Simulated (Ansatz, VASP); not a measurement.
# BN: VASP beside Ansatz

Aim: how closely do two programs agree when they are given the same cell, functional and k mesh?

Method: plane waves, with VASP 6.6.1 beside it; band structure at LDA, band structure at PBEsol and dielectric response at PBE, in Ansatz 0.2.0.

### 1. The structure

Symmetry: P6_3/mmc, No. 194, hexagonal system. Conventional cell: a = 2.504 Å, b = 2.504 Å, c = 6.661 Å, α = 90.00°, β = 90.00°, γ = 120.00°. Nearest to B lie 3 N at 1.45 Å. N has 3 B at 1.45 Å nearest. Farther neighbours and most contacts between anions are not listed.

Coordinates:

```xyz
4
Lattice="2.5040 0.0000 0.0000 -1.2520 2.1685 0.0000 0.0000 0.0000 6.6612" Properties=species:S:1:pos:R:3 pbc="T T T"
B     0.0000    1.4457    1.6653
B     1.2520    0.7228    4.9959
N     0.0000    1.4457    4.9959
N     1.2520    0.7228    1.6653
```

### 2. VASP: band structure, LDA

Levels along a path test the potential and the projectors away from the mesh points.

Lines of VASP's logs that name or quote its potential files are left out, and so is its time.

INCAR reads:

```
SYSTEM = BN
PREC = Accurate
ENCUT = 520
EDIFF = 1E-06
NELM = 100
ISMEAR = 0
SIGMA = 0.02
LREAL = .FALSE.
ALGO = Normal
GGA = CA
NBANDS = 22
LORBIT = 11
LWAVE = .FALSE.
LCHARG = .FALSE.
KPAR = 8
```

POSCAR reads:

```
BN
1.0
    2.5039900000      0.0000000000      0.0000000000
   -1.2519950000      2.1685189508      0.0000000000
    0.0000000000      0.0000000000      6.6612000000
B N
2 2
Direct
    0.3333333333      0.6666666667      0.2500000000
    0.6666666667      0.3333333333      0.7500000000
    0.3333333333      0.6666666667      0.7500000000
    0.6666666667      0.3333333333      0.2500000000
```

KPOINTS reads:

```
Automatic mesh
0
Gamma
6 6 2
0 0 0
```

KPOINTS_OPT reads:

```
Line mode
16
Line-mode
Reciprocal
  0.00000000   0.00000000   0.00000000 GAMMA
  0.50000000   0.00000000   0.00000000 M

  0.50000000   0.00000000   0.00000000 M
  0.33333333   0.33333333   0.00000000 K

  0.33333333   0.33333333   0.00000000 K
  0.00000000   0.00000000   0.00000000 GAMMA

  0.00000000   0.00000000   0.00000000 GAMMA
  0.00000000   0.00000000   0.50000000 A

  0.00000000   0.00000000   0.50000000 A
  0.50000000   0.00000000   0.50000000 L

  0.50000000   0.00000000   0.50000000 L
  0.33333333   0.33333333   0.50000000 H

  0.33333333   0.33333333   0.50000000 H
  0.00000000   0.00000000   0.50000000 A

  0.50000000   0.00000000   0.50000000 L
  0.50000000   0.00000000   0.00000000 M

  0.33333333   0.33333333   0.00000000 K
  0.33333333   0.33333333   0.50000000 H
```

PAW data sets: B and N (PBE family, release 64).

Run with:

```
$ mpirun -np 8 vasp_std
```

Numbers of over 12 decimals in the logs are rounded to 6 here.

Log:

```text
[banner, memory and clock lines left out]
running    8 mpi-ranks, on    1 nodes
 distrk:  each k-point on    1 cores,    8 groups
 distr:  one band on    1 cores,    1 groups

 POSCAR found type information on POSCAR B N
 POSCAR found :  2 types and       4 ions
|                                                                             |
|           W    W    AA    RRRRR   N    N  II  N    N   GGGG   !!!           |
|           W    W   A  A   R    R  NN   N  II  NN   N  G    G  !!!           |
|           W    W  A    A  R    R  N N  N  II  N N  N  G       !!!           |
|           W WW W  AAAAAA  RRRRR   N  N N  II  N  N N  G  GGG   !            |
|           WW  WW  A    A  R   R   N   NN  II  N   NN  G    G                |
|           W    W  A    A  R    R  N    N  II  N    N   GGGG   !!!           |
|                                                                             |
|     For optimal performance we recommend to set                             |
|       NCORE = 2 up to number-of-cores-per-socket                            |
|     NCORE specifies how many cores store one orbital (NPAR=cpu/NCORE).      |
|     This setting can greatly improve the performance of VASP for DFT.       |
|     The default, NCORE=1 might be grossly inefficient on modern             |
|     multi-core architectures or massively parallel machines. Do your        |
|     Unfortunately you need to use the default for GW and RPA                |
|     calculations (for HF NCORE is supported but not extensively tested      |
|     yet).                                                                   |
|                                                                             |

|                                                                             |
|               ----> ADVICE to this user running VASP <----                  |
|                                                                             |
|     You enforced a specific xc type in the INCAR file but a different       |
|     [... a line on the potential file left out ...]
|     I HOPE YOU KNOW WHAT YOU ARE DOING!                                     |
|                                                                             |

 LDA part: xc-table for (Slater(with rela. corr.)+CA(PZ))
 , standard interpolation
 POSCAR, INCAR and KPOINTS ok, starting setup
 FFT: planning ... GRIDC
 FFT: planning ... GRID_SOFT
 FFT: planning ... GRID
 WAVECAR not read
 entering main loop
       N       E                     dE             d eps       ncg     rms          rms(c)
DAV:   1     0.393874698282E+02    0.39387E+02   -0.75790E+03   616   0.674E+02
DAV:   2    -0.394681528823E+02   -0.78856E+02   -0.73418E+02   796   0.183E+02
DAV:   3    -0.419984491062E+02   -0.25303E+01   -0.25118E+01   776   0.291E+01
DAV:   4    -0.420097589227E+02   -0.11310E-01   -0.11309E-01   706   0.216E+00
DAV:   5    -0.420098173309E+02   -0.58408E-04   -0.58408E-04   760   0.136E-01    0.111E+01
DAV:   6    -0.387780709426E+02    0.32317E+01   -0.25086E+00   698   0.125E+01    0.496E+00
DAV:   7    -0.384411308670E+02    0.33694E+00   -0.45599E-01   718   0.427E+00    0.310E+00
DAV:   8    -0.383372175408E+02    0.10391E+00   -0.16130E-01   708   0.231E+00    0.410E-01
DAV:   9    -0.383343305419E+02    0.28870E-02   -0.67967E-03   678   0.610E-01    0.209E-01
DAV:  10    -0.383342809450E+02    0.49597E-04   -0.70317E-04   704   0.164E-01    0.268E-02
DAV:  11    -0.383342728125E+02    0.81325E-05   -0.23045E-05   728   0.322E-02    0.148E-02
DAV:  12    -0.383342756921E+02   -0.28796E-05   -0.37495E-06   694   0.111E-02    0.175E-03
DAV:  13    -0.383342757164E+02   -0.24306E-07   -0.51092E-08   368   0.188E-03
   1 F= -.38334276E+02 E0= -.38334276E+02  d E =-.158759E-27
 Start KPOINTS_OPT (optional k-point list driver)
k-point batch [1-14\144]
       N       E                     dE             ncg
DAV:   1     0.898151295372E+02   -0.42621E+04      616
DAV:   2    -0.104186963027E+04   -0.11317E+04      806
DAV:   3    -0.108094268169E+04   -0.39073E+02      762
DAV:   4    -0.108106922406E+04   -0.12654E+00      676
DAV:   5    -0.108106962989E+04   -0.40583E-03      778
DAV:   6    -0.108106963227E+04   -0.23790E-05      678
DAV:   7    -0.108106963228E+04   -0.16786E-07      634
[...]
k-point batch [141-144\144]
       N       E                     dE             ncg
DAV:   1     0.859526003072E+04   -0.35416E+04      176
DAV:   2     0.833055714258E+04   -0.26470E+03      214
DAV:   3     0.832264781831E+04   -0.79093E+01      224
DAV:   4     0.832261866529E+04   -0.29153E-01      188
DAV:   5     0.832261854970E+04   -0.11559E-03      208
DAV:   6     0.832261854904E+04   -0.65818E-06      204
```

From OUTCAR (step 2):

```text
ion  position               nearest neighbor table
   1  0.333  0.667  0.250-   4 1.45   4 1.45   4 1.45
   2  0.667  0.333  0.750-   3 1.45   3 1.45   3 1.45
   3  0.333  0.667  0.750-   2 1.45   2 1.45   2 1.45
   4  0.667  0.333  0.250-   1 1.45   1 1.45   1 1.45

  LATTYP: Found a hexagonal cell.
 ALAT       =     2.5039900000
 C/A-ratio  =     2.6602342661

 Subroutine GETGRP returns: Found 24 space group operations
 (whereof 12 operations were pure point group operations)

The static configuration has the point symmetry D_3d.
 The point group associated with its full space group is D_6h.

 Found     14 irreducible k-points:

   k-points           NKPTS =     14   k-points in BZ     NKDIM =     14   number of bands    NBANDS=     22

   dimension x,y,z NGX =    20 NGY =   20 NGZ =   50
   dimension x,y,z NGXF=    40 NGYF=   40 NGZF=  100

   ENCUT  =  520.0 eV  38.22 Ry    6.18 a.u.   4.66  4.66 12.39*2*pi/ulx,y,z

   NELECT =      16.0000    total number of electrons

 k-points in reciprocal lattice and weights: Automatic mesh
   0.00000000  0.00000000  0.00000000       0.014
   0.16666667  0.00000000  0.00000000       0.083
   0.33333333  0.00000000  0.00000000       0.083
   0.50000000  0.00000000  0.00000000       0.042
   0.16666667  0.16666667  0.00000000       0.083
   0.33333333  0.16666667  0.00000000       0.167
   0.33333333  0.33333333  0.00000000       0.028
   0.00000000  0.00000000  0.50000000       0.014
   0.16666667  0.00000000  0.50000000       0.083
[...]
0.33333333  0.16666667  0.50000000       0.167
   0.33333333  0.33333333  0.50000000       0.028

 average (electrostatic) potential at core
       1 -29.0098       2 -29.0098       3 -64.8861       4 -64.8861

 E-fermi :   2.1224

 k-point     1 :       0.0000    0.0000    0.0000
  band No.  band energies     occupation
    ...
      4      -2.1600      2.00000
      5       0.6358      2.00000
      6       0.6358      2.00000
      7       0.6724      2.00000
      8       0.6724      2.00000
      9       6.8883      0.00000
     10      11.9593      0.00000
     11      13.4244      0.00000
     12      13.4244      0.00000
     13      13.5489      0.00000
    ...

 k-point     2 :       0.1667    0.0000    0.0000
  band No.  band energies     occupation
    ...
      4      -1.4962      2.00000
      5      -1.3062      2.00000
      6      -1.2670      2.00000
      7      -0.2622      2.00000
      8      -0.2132      2.00000
      9       7.7769      0.00000
     10      11.5357      0.00000
     11      12.9018      0.00000
     12      12.9766      0.00000
     13      13.3840      0.00000
    ...

 k-point     3 :       0.3333    0.0000    0.0000
  band No.  band energies     occupation
    ...
      4      -4.7874      2.00000
      5      -1.6277      2.00000
      6      -1.5666      2.00000
      7      -1.5115      2.00000
      8       0.2681      2.00000
      9       8.7071      0.00000
     10       9.5508      0.00000
     11       9.8729      0.00000
     12      12.2005      0.00000
     13      13.3232      0.00000
    ...

  Total       -1.1770950     -1.1770950     -0.1624448      0.0000000     -0.0000000      0.0000000
  in kB      -52.1403331    -52.1403331     -7.1956160      0.0000000     -0.0000000      0.0000000
  external PRESSURE =     -37.1587607 kB  Pullay stress =       0.0000000 kB

  energy-cutoff  :      520.00
  volume of cell :       36.17
      direct lattice vectors                 reciprocal lattice vectors
     2.503990000  0.000000000  0.000000000     0.399362617  0.230572115  0.000000000
    -1.251995000  2.168518951  0.000000000     0.000000000  0.461144229  0.000000000
     0.000000000  0.000000000  6.661200000     0.000000000  0.000000000  0.150123101

 POSITION                                       TOTAL-FORCE (eV/Angst)
 -----------------------------------------------------------------------------------
     -0.00000      1.44568      1.66530         0.000000     -0.000000      0.000000
      1.25200      0.72284      4.99590        -0.000000      0.000000      0.000000
     -0.00000      1.44568      4.99590         0.000000      0.000000      0.000000
      1.25200      0.72284      1.66530         0.000000     -0.000000      0.000000
 -----------------------------------------------------------------------------------
    total drift:                               -0.000000      0.000000      0.000000

  FREE ENERGIE OF THE ION-ELECTRON SYSTEM (eV)
  ---------------------------------------------------
  free  energy   TOTEN  =       -38.3342757164 eV

  energy  without entropy=      -38.3342757164  energy(sigma->0) =      -38.33427572

 total charge
# of ion       s       p       d       tot
------------------------------------------
    1        0.732   1.428   0.000   2.161
    2        0.732   1.428   0.000   2.161
    3        1.211   2.789   0.000   4.000
    4        1.211   2.789   0.000   4.000
--------------------------------------------------
tot          3.886   8.434   0.000  12.321

[... 3 further parts left out ...]
```

The PAW data sets were made with PBE, though LDA sets exist; this is a small mismatch. At this level the cell is under a tension of 3.7 GPa, so at these settings it is away from equilibrium.

### 3. Ansatz: band structure, LDA

Ansatz runs on its default PAW (the set named soft_2) files.

The same cell, functional (in two slightly different forms), mesh and smearing now go to Ansatz, which takes its cutoff from its data sets.

input.yaml reads:

```yaml
crystal:
  lattice:
    - [2.50399, 0.0, 0.0]
    - [-1.251995, 2.1685189508, 0.0]
    - [0.0, 0.0, 6.6612]
  atoms:
    - { symbol: B, position: [0.3333333333, 0.6666666667, 0.25] }
    - { symbol: B, position: [0.6666666667, 0.3333333333, 0.75] }
    - { symbol: "N", position: [0.3333333333, 0.6666666667, 0.75] }
    - { symbol: "N", position: [0.6666666667, 0.3333333333, 0.25] }
hamiltonian:
  xc: lda
  pseudopotentials: { kind: paw }
kpoints:
  mp_grid: { grid: [6, 6, 2] }
  band_path:
    path:
      - [0.0, 0.0, 0.0]
      - [0.13333, 0.0, 0.0]
      - [0.3, 0.0, 0.0]
      - [0.46667, 0.0, 0.0]
      - [0.5, 0.0, 0.0]
      - [0.46667, 0.06667, 0.0]
      - [0.41111, 0.17778, 0.0]
      - [0.35556, 0.28889, 0.0]
      - [0.31111, 0.31111, 0.0]
      - [0.28889, 0.28889, 0.0]
      - [0.17778, 0.17778, 0.0]
      - [0.06667, 0.06667, 0.0]
      - [0.0, 0.0, 0.03333]
      - [0.0, 0.0, 0.2]
      - [0.0, 0.0, 0.36667]
      - [0.0, 0.0, 0.5]
      - [0.16667, 0.0, 0.5]
      - [0.3, 0.0, 0.5]
      - [0.46667, 0.0, 0.5]
      - [0.46667, 0.06667, 0.5]
      - [0.41111, 0.17778, 0.5]
      - [0.35556, 0.28889, 0.5]
      - [0.28889, 0.28889, 0.5]
      - [0.17778, 0.17778, 0.5]
      - [0.06667, 0.06667, 0.5]
      - [0.5, 0.0, 0.46667]
      - [0.5, 0.0, 0.3]
      - [0.5, 0.0, 0.13333]
      - [0.33333, 0.33333, 0.0]
      - [0.33333, 0.33333, 0.16667]
      - [0.33333, 0.33333, 0.33333]
      - [0.33333, 0.33333, 0.5]
    npoints: 1
scf:
  occupations: { method: gaussian, width: 0.02 }
  n_extra_bands: 8
output:
  forces: true
  stress: true
  eigenvalues: true
```

Run with:

```
$ ansatz run input.yaml --threads 2 --pin off --max-ram 4608MiB --backend cpu --events-out ev --progress --plain --runs-dir out
```

Log:

```text
scf.n_extra_bands = 8 over 8 filled bands (N_el = 16.0): the run solves 16 bands
Engine: ansatz 0.2.0, aarch64-unknown-linux-gnu
Pseudopotentials: kind: paw
Pseudopotential: B, paw, valence charge 3, recommended cutoff 420 eV (normal), B.paw.azcp
Pseudopotential: N, paw, valence charge 5, recommended cutoff 420 eV (normal), N.paw.azcp
Functional definition: SPW92
  exchange = slater_x
  correlation = pw_c
Crystal: 4 atoms, lattice volume = 36.170 Å³
Basis set: ecut = 420 eV, 713 PW (Γ)
Bands: 16, of which v1, the nominal top of the filled ones, is band 8 counted from 1 (7 counted from 0)
Symmetry: 24 space group operations
Space group: P63/mmc (ITA 194), of the structure as read, at distance tolerance 3.3e-5 Å
k-points: 14 of 72
Non-local potential: B, projectors of the file, l = 0: 2, l = 1: 2, l = 2: 1
Non-local potential: N, projectors of the file, l = 0: 2, l = 1: 2, l = 2: 1
PAW form: soft (Blöchl's): semilocal exchange-correlation on the pseudo side does not see the compensation charge
PAW frozen core: B, regenerated for the run's functional, and the local potential with it (the file was generated under x = pbe(κ = 0.804, μ = 0.219515), c = pbe(β = 0.066725))
PAW frozen core: N, regenerated for the run's functional, and the local potential with it (the file was generated under x = pbe(κ = 0.804, μ = 0.219515), c = pbe(β = 0.066725))
PAW one-centre angular grid: B, 110 points (default); XC on 64 Gauss nodes
PAW one-centre angular grid: N, 110 points (default); XC on 64 Gauss nodes
Initial density: superposition of atomic densities (neutral atoms: chi_scale 0, normalization atom), corrected by the library's trained network
Initial wavefunctions: pseudopotential atomic-orbital guess
Functional: x = slater, c = lda
SCF iter   1: F=—  HF=-1052.687715 eV  |F-HF|=—  |Δ(HF+E_count)|=         —  Δρ=8.66e-3  dr2=2.44e-2  ethr=1.77e-3  ⟨swp⟩=5.7  Hψ=1132  notcnv=0  defer=2
preconditioner: auto → none  [insulator: Δε(μ)=3.982 eV  Ē_g=18.361 eV  σ=0.020 eV  W_gap=1.00  n_scr=4 (ndim 8)  ℏωp=24.7 eV  f_vac=0.023  D(μ)=0.00/eV (n_scr^D=0)  ε∞_Penn≈2.8]
SCF iter   2: F=—  HF=-1052.682209 eV  |F-HF|=—  |Δ(HF+E_count)|=   5.51e-3  Δρ=4.09e-3  dr2=2.71e-3  ethr=1.53e-4  ⟨swp⟩=2.9  Hψ=502  notcnv=0  defer=30
SCF iter   3: F=—  HF=-1052.681400 eV  |F-HF|=—  |Δ(HF+E_count)|=   8.08e-4  Δρ=1.56e-3  dr2=3.64e-4  ethr=1.70e-5  ⟨swp⟩=2.1  Hψ=363  notcnv=0  defer=30
SCF iter   4: F=—  HF=-1052.681312 eV  |F-HF|=—  |Δ(HF+E_count)|=   8.79e-5  Δρ=2.46e-4  dr2=1.03e-5  ethr=2.28e-6  ⟨swp⟩=1.0  Hψ=194  notcnv=0  defer=30
SCF iter   5: F=—  HF=-1052.681316 eV  |F-HF|=—  |Δ(HF+E_count)|=   3.35e-6  Δρ=2.47e-5  dr2=8.74e-8  ethr=6.42e-8  ⟨swp⟩=2.3  Hψ=298  notcnv=0  defer=30
SCF iter   6: F=-1052.681316 eV  HF=-1052.681316 eV  |F-HF|=4.07e-9  |Δ(HF+E_count)|=   2.25e-8  Δρ=8.47e-6  dr2=7.69e-9  ethr=5.47e-10  ⟨swp⟩=6.1  Hψ=939  notcnv=0
SCF 1 converged in 6 iterations: F = -1052.681316 eV  dr2 = 7.69e-9
  greatest PAW one-centre occupation: 0.791 electrons in one spin orbital (limit 2), on the N atom at site 3 (counted from 0), in its partial waves of l = 0
NSCF: frozen V_eff on 32 k-points
SCF converged after 6 iterations
Free energy (F): -1052.681316 eV
Harris-Foulkes:  -1052.681316 eV  (|F-HF|=4.07e-9)
Internal energy: -1052.681316 eV  (E = F + TS)
E sigma→0 (E₀):  -1052.681316 eV
Fermi energy:    6.473540 eV
--- Per-component energies (eV) ---
  E_band       = -42.156578
  E_kinetic    = 365.628501
  E_local      = -697.977051  (includes V_loc(G=0)·N_el)
  E_nonlocal   = 119.663752
  E_hartree    = 223.102141
  E_xc         = -182.006937
  E_vxc        = -226.957527  (∫ρ·V_xc dr)
  E_paw        = -383.468449  (= ΣΔE_a)
  E_vpaw       = -48.718312  (= ΣTr[D̂ρ^β])
  E_aug_tail   = 0.000193  (compensation charges beyond the density's cutoff)
  E_ewald      = -497.875223
  E_core_change = 0.251757  (= ΣΔE_core)
  E_smearing   = -0.000000  (= −TS)
  E_closure    = -0.000000  (closes the sum)
  Σ components = -1052.681316   (vs F -1052.681316, Δ=0.00e0)
--- Forces (eV/Å), atoms counted from 1 ---
  atom   1  B      0.00000000    -0.00000000    -0.00000000
  atom   2  B      0.00000000     0.00000000     0.00000000
  atom   3  N      0.00000000    -0.00000000     0.00000000
  atom   4  N     -0.00000000     0.00000000    -0.00000000
  max |Σ_I F_I| component: 2.41e-16 eV/Å
--- Stress (GPa, compression-positive) ---
       -6.616588       0.000000      -0.000000
       -0.000000      -6.616588       0.000000
       -0.000000       0.000000      -0.562101
  P = ⅓ Tr σ = -4.5984 GPa (-45.984 kbar)
--- Band table (eV; the first three rows and the last of 14) ---
  k-point 0: bands = [... 4 lower, 3.0910, 3.0910, 3.1261, 3.1261, 9.3515, 14.4148, 15.8858, 15.8858, ... 4 higher]
  k-point 1: bands = [... 4 lower, 3.1089, 3.1089, 3.1089, 3.1089, 11.7453, 11.7453, 15.9468, 15.9468, ... 4 higher]
  k-point 2: bands = [... 4 lower, 1.1467, 1.1858, 2.1928, 2.2413, 10.2409, 13.9892, 15.3539, 15.4161, ... 4 higher]
  k-point 13: bands = [... 4 lower, -2.6244, -2.6244, 4.4251, 4.4251, 8.9325, 8.9325, 16.0415, 16.0415, ... 4 higher]
```

Elapsed: 0.56 s, on 2 threads of Arm Neoverse V2, shared host; peak memory 0.3 GiB; 0.95 s of CPU time.

The column dr2 measures how far the density is from self-consistency, as an energy; F and HF (Harris–Foulkes) agree once it is small.

### 4. Side by side

Known differences besides the potentials themselves: the two LDA forms differ slightly; the cutoff is 420 eV in Ansatz and 520 eV in VASP; Ansatz makes its cores anew for this functional, VASP keeps those of its PBE data sets; VASP's log shows a relativistic correction to its local exchange, Ansatz's none. Total energies have different zeros and are not compared.

Both answers:

```
                                        quantity  Ansatz   VASP  difference
                                  pressure (GPa)   -4.60  -3.72       -0.88
pressure without Ansatz's Pulay correction (GPa)   -5.35  -3.72       -1.63
                   gap over the path points (eV)   4.056  4.046      +0.010
```

Levels at points of the path, from each program's valence-band top (eV; 4 filled, then empty):

```
k (reciprocal lattice)                                   Ansatz                                     VASP
     0.000 0.000 0.000  -1.38 -1.38 -1.34 -1.34 4.88 9.95 11.42  -1.38 -1.38 -1.34 -1.34 4.88 9.95 11.41
     0.133 0.000 0.000  -2.69 -2.66 -1.99 -1.95 5.48 9.71 11.05  -2.69 -2.65 -1.99 -1.95 5.47 9.71 11.05
     0.300 0.000 0.000   -4.02 -3.41 -3.35 -2.15 7.39 7.51 8.15   -4.03 -3.41 -3.35 -2.15 7.38 7.51 8.15
     0.467 0.000 0.000   -4.17 -4.11 -1.65 -0.53 4.19 5.59 9.36   -4.17 -4.11 -1.65 -0.53 4.18 5.59 9.36
     0.500 0.000 0.000   -4.20 -4.13 -1.51 -0.48 4.06 5.48 9.43   -4.20 -4.13 -1.51 -0.48 4.05 5.47 9.44
     0.467 0.067 0.000   -4.45 -4.38 -1.44 -0.43 4.10 5.46 9.75   -4.45 -4.38 -1.44 -0.43 4.09 5.45 9.76
     0.411 0.178 0.000  -5.66 -5.59 -1.01 -0.18 4.34 5.28 11.21  -5.66 -5.59 -1.01 -0.18 4.33 5.28 11.21
     0.356 0.289 0.000  -6.92 -6.89 -0.35 -0.02 4.58 4.86 10.51  -6.92 -6.89 -0.35 -0.02 4.58 4.86 10.49
     0.311 0.311 0.000   -6.94 -6.93 -0.40 0.00 4.62 4.87 10.49   -6.94 -6.93 -0.40 0.00 4.62 4.87 10.47
     0.289 0.289 0.000  -6.62 -6.60 -0.83 -0.04 4.72 5.17 10.86  -6.62 -6.59 -0.84 -0.04 4.72 5.17 10.84
```

Among the levels compared at these points, filled levels agree within 7 meV and empty ones within 20 meV. Ansatz's pressure holds a Pulay correction of 0.75 GPa; VASP's holds none.

[end of part 1 of 2]

[Lines on the potential files, build, host, timing and source positions are cut from VASP's logs without a mark.]

[Logs are printed without paths, hosts, clocks, repeated set-up lines and the standing remarks that a program may print on its own settings, such as how far it seeks lower states.]

[Hosts, paths, dates, database ids (printed as entryN), source tags and the programs' standing remarks are cut or masked in the printed files.]

[VASP's PBE data sets in a run with another functional are called a small mismatch above; for pressures it isn't always small: they can move by 1 GPa and more.]
